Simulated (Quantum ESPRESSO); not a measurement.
# CoO: single point with LDA+U

The system is CoO.

```
Co O
1.0
     3.19786    0.00000    0.00000
     0.00000    3.19786    4.68228
     0.00000   -3.19786    4.68228
Co O
4 4
Direct
  0.00000 0.00000 0.00000
  0.50000 0.25000 0.75000
  0.00000 0.50000 0.50000
  0.50000 0.75000 0.25000
  0.50000 0.13350 0.13350
  0.00000 0.61650 0.11650
  0.50000 0.63350 0.63350
  0.00000 0.11650 0.61650
```

The cell was built by a generator and needn't be a form met in nature.

```
Program                     : Quantum ESPRESSO 7.5
Task                        : single point
Functional                  : LDA
Potentials or basis         : GBRV 1.5 LDA
Cutoff                      : 762 eV
Density cutoff              : 6095 eV
k mesh                      : 3 × 2 × 2
Occupations                 : gaussian, width 0.05 eV
Spin                        : collinear spin, antiferromagnetic start
Starting moments            : [3.0, 3.0, 0.0, 0.0, -3.0, -3.0, -0.0, -0.0] μB
Hubbard terms               : Co d U = 4 eV
Hubbard projectors          : ortho-atomic
Double                      : 5
Start of the occupations    : atomic
Moments locked              : none
Magnetic state asked for    : afm_doubled
Form of the LDA correlation : PZ81
Formal shell electrons      : 1 d7, 2 d7, 5 d7, 6 d7
SCF threshold               : 3.2e-07 Ry
Most SCF iterations         : 100
Mixing ndim                 : 20
Mixing beta                 : 0.7
```

```json
{"Pressure": "1.6 GPa", "Largest force": "2.570 eV/Å", "Band gap on the k mesh": "none (metal or under the smearing width)", "Net moment": "0.56 μB per cell", "Absolute moment": "10.56 μB per cell", "Site moments": "Co +2.28, -2.13; O +0.34, -0.20 μB", "Valence electrons inside the program's atomic spheres": "Co 14.49, 14.50, 14.51; O 5.40, 5.39"}
```

Forces in eV/Å, atoms in the order of the input:
```
Co   0.000  0.727  0.161
Co   0.000 -0.726 -0.183
O    0.000  0.130 -2.326
O    0.000  0.185  2.563
Co   0.000  0.587  0.890
Co   0.000 -0.592 -0.875
O    0.000 -0.175 -2.561
O    0.000 -0.135  2.331
```

Stress tensor (GPa, compression positive):
```
 12.01   0.00   0.00
  0.00  15.94  -0.17
  0.00  -0.17 -23.11
```

Levels at points of the mesh, in eV from the Fermi level:
Spin up:
| k point | band 42 | band 43 | band 44 | band 45 | band 46 | band 47 | band 48 | band 49 | band 50 | band 51 |
| --- | --- | --- | --- | --- | --- | --- | --- | --- | --- | --- |
| (0.00, 0.00, 0.00) | -1.30 | -1.29 | -1.09 | -0.92 | -0.28 | 0.69 | 0.88 | 1.20 | 1.45 | 1.85 |
| (0.00, 0.00, -0.50) | -1.83 | -1.15 | -0.94 | -0.94 | -0.39 | 0.81 | 1.21 | 1.23 | 1.77 | 2.31 |
| (0.00, -0.50, -0.50) | -1.34 | -1.27 | -1.17 | -1.13 | -0.33 | 0.80 | 1.19 | 1.40 | 1.77 | 2.26 |
| (0.00, 0.50, 0.00) | -1.61 | -1.10 | -0.83 | -0.82 | -0.45 | 0.76 | 1.15 | 1.28 | 1.84 | 2.10 |
Spin down:
| k point | band 42 | band 43 | band 44 | band 45 | band 46 | band 47 | band 48 | band 49 |
| --- | --- | --- | --- | --- | --- | --- | --- | --- |
| (0.00, 0.00, 0.00) | -1.17 | -1.08 | -0.89 | -0.77 | 0.18 | 0.72 | 0.73 | 1.22 |
| (0.00, 0.00, -0.50) | -1.60 | -0.97 | -0.89 | -0.84 | 0.04 | 0.66 | 1.07 | 1.26 |
| (0.00, -0.50, -0.50) | -1.16 | -1.12 | -0.99 | -0.97 | 0.16 | 0.59 | 1.21 | 1.25 |
| (0.00, 0.50, 0.00) | -1.48 | -0.98 | -0.72 | -0.64 | 0.00 | 0.53 | 1.12 | 1.17 |

Eigenvalues of the final occupation matrices:
| site | spin | trace | eigenvalues |
| --- | --- | --- | --- |
| Co1 1 3d | 1 | 4.89 | 0.96 0.98 0.98 0.98 0.99 |
| Co1 1 3d | 2 | 2.52 | 0.18 0.29 0.48 0.75 0.82 |
| Co1 2 3d | 1 | 4.88 | 0.96 0.98 0.98 0.98 0.99 |
| Co1 2 3d | 2 | 2.52 | 0.18 0.28 0.50 0.76 0.81 |
| Co2 5 3d | 1 | 2.59 | 0.16 0.22 0.43 0.86 0.92 |
| Co2 5 3d | 2 | 4.83 | 0.92 0.97 0.98 0.98 0.98 |
| Co2 6 3d | 1 | 2.59 | 0.16 0.22 0.43 0.86 0.92 |
| Co2 6 3d | 2 | 4.83 | 0.92 0.97 0.98 0.98 0.98 |

Wall time 7.4 min on 2 MPI ranks on Arm Neoverse V2, on a shared host, peak memory 0.64 GiB a rank.

Caveat: the k mesh is coarse (spacing up to 0.65 Å⁻¹), so the values aren't converged; forces of over 1 eV/Å show positions far from the minimum, so gaps and moduli don't describe the material at rest. The state reached can hang on the start; a lower one may exist.
